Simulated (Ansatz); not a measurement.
## Te2Mo under changes of volume

One of the cells (24.965 Å³/atom); the others are scaled copies at fixed shape and fractional positions:

```xyz
6
Lattice="3.5182 0.0000 0.0000 -1.7591 3.0469 0.0000 0.0000 0.0000 13.9736" Properties=species:S:1:pos:R:3 pbc="T T T"
Te    1.7591    1.0156    5.2960
Te    0.0000    2.0312   12.2828
Te    1.7591    1.0156    1.6908
Te    0.0000    2.0312    8.6776
Mo    1.7591    1.0156   10.4802
Mo    0.0000    2.0312    3.4934
```

- Program: Ansatz 0.2.0
- Functional: PBEsol
- Potentials or basis: all-electron LAPW, scalar-relativistic
- Cutoff: 261 eV (chosen from the basis error)
- Basis error allowed: 0.001 eV/atom
- k mesh: 9 × 9 × 2
- Occupations: fermi-dirac, width 0.05 eV
- Spin: no spin polarisation

| volume (Å³/atom) | energy over the lowest point (meV/atom) | pressure (GPa) | gap on the mesh (eV) | largest force (eV/Å) |
| --- | --- | --- | --- | --- |
| 23.467 | ? | ? | ? | ? |
| 23.966 | 6.76 | 3.4 | 0.74 | 0.504 |
| 24.466 | 0.00 | 1.0 | 0.75 | 0.195 |
| 24.965 | 0.20 | -1.1 | 0.76 | 0.090 |
| 25.464 | 6.62 | -3.0 | 0.77 | 0.353 |
| 25.963 | 18.58 | -4.7 | 0.78 | 0.596 |
| 26.463 | 35.50 | -6.2 | 0.79 | 0.820 |

**Question.** What does the run at 23.467 Å³/atom give?

**Answer.** Energy over the lowest point 21.29 meV/atom; pressure 6.0 GPa; gap on the mesh 0.72 eV; largest force 0.838 eV/Å.

Worked out: A Birch-Murnaghan fit of order 3 (a polynomial in V^(-2/3)) to the other rows has its minimum at 24.70 Å³/atom with B0 = V·E''(V) = 105 GPa and B' = 4.7 at fixed shape and positions, which overstates the stiffness. It gives 21.33 meV/atom at 23.467 Å³/atom, against the run's 21.29, and -dE/dV = 6.0 GPa, against 6.0. A straight line through the other rows of the gap, of slope 0.505 eV per unit of ln V, extrapolates to 0.73 eV, against the run's 0.72.

Energies are extrapolated to zero smearing.

Caveats: spin-orbit coupling is left out, which moves the levels of the heavy elements; an odd mesh through Γ misses points on the zone boundary, where band edges often lie; this functional lacks dispersion, which binds the layers, so the pressure and a relaxed spacing across them are unreliable.
